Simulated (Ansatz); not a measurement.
The calculation used DFT PBE, scalar-relativistic, plane waves, PAW in Ansatz. Settings: cutoff 420 eV, Γ-centred meshes spaced at most about 0.3 Å⁻¹, and about 0.25 Å⁻¹ or finer for metals (2π included), Gaussian smearing. No spin polarisation in the final relaxations.

All energies are static (0 K, no zero-point motion). All come from trial cells, and lower structures may exist.

Question: Order these relaxed structures of GePt by energy, lowest first, with the energy over the lowest of them.
A.

```cif
data_structure
_symmetry_space_group_name_H-M 'P6/mmm'
_symmetry_Int_Tables_number 191
_cell_length_a 2.8059
_cell_length_b 2.8059
_cell_length_c 5.0890
_cell_angle_alpha 90.000
_cell_angle_beta 90.000
_cell_angle_gamma 120.000
_cell_volume 34.70
loop_
_atom_site_label
_atom_site_type_symbol
_atom_site_symmetry_multiplicity
_atom_site_Wyckoff_symbol
_atom_site_fract_x
_atom_site_fract_y
_atom_site_fract_z
_atom_site_occupancy
Ge1 Ge 1 a 0.00000 0.00000 0.00000 1
Pt1 Pt 1 b 0.00000 0.00000 0.50000 1
```

B.

```cif
data_structure
_symmetry_space_group_name_H-M 'Fm-3m'
_symmetry_Int_Tables_number 225
_cell_length_a 5.2123
_cell_length_b 5.2123
_cell_length_c 5.2123
_cell_angle_alpha 90.000
_cell_angle_beta 90.000
_cell_angle_gamma 90.000
_cell_volume 141.61
loop_
_atom_site_label
_atom_site_type_symbol
_atom_site_symmetry_multiplicity
_atom_site_Wyckoff_symbol
_atom_site_fract_x
_atom_site_fract_y
_atom_site_fract_z
_atom_site_occupancy
Ge1 Ge 4 b 0.50000 0.00000 0.00000 1
Pt1 Pt 4 a 0.00000 0.00000 0.00000 1
```

C.

```cif
data_structure
_symmetry_space_group_name_H-M 'Pm-3m'
_symmetry_Int_Tables_number 221
_cell_length_a 3.1906
_cell_length_b 3.1906
_cell_length_c 3.1906
_cell_angle_alpha 90.000
_cell_angle_beta 90.000
_cell_angle_gamma 90.000
_cell_volume 32.48
loop_
_atom_site_label
_atom_site_type_symbol
_atom_site_symmetry_multiplicity
_atom_site_Wyckoff_symbol
_atom_site_fract_x
_atom_site_fract_y
_atom_site_fract_z
_atom_site_occupancy
Ge1 Ge 1 a 0.00000 0.00000 0.00000 1
Pt1 Pt 1 b 0.50000 0.50000 0.50000 1
```

Answer: B (0 meV/atom), C (79 meV/atom), A (184 meV/atom). Forms: B rock salt type, Fm-3m; C caesium chloride type, Pm-3m; A P6/mmm. Counting Ge atoms around Pt (those within 1.25 times the shortest such distance or 1.15 times the sum of covalent radii, 1.27 where that leaves under three): B has Pt 6; C has Pt 8; A has Pt 2.

Spin–orbit coupling, which can matter for Pt, is left out. Cells relaxed within their symmetry can be saddle points. The part of the Crystallography Open Database at hand lists GePt in space group No. 62, which no cell shown has. Some candidate types were left out of the draw beforehand, so a known form may be missing.
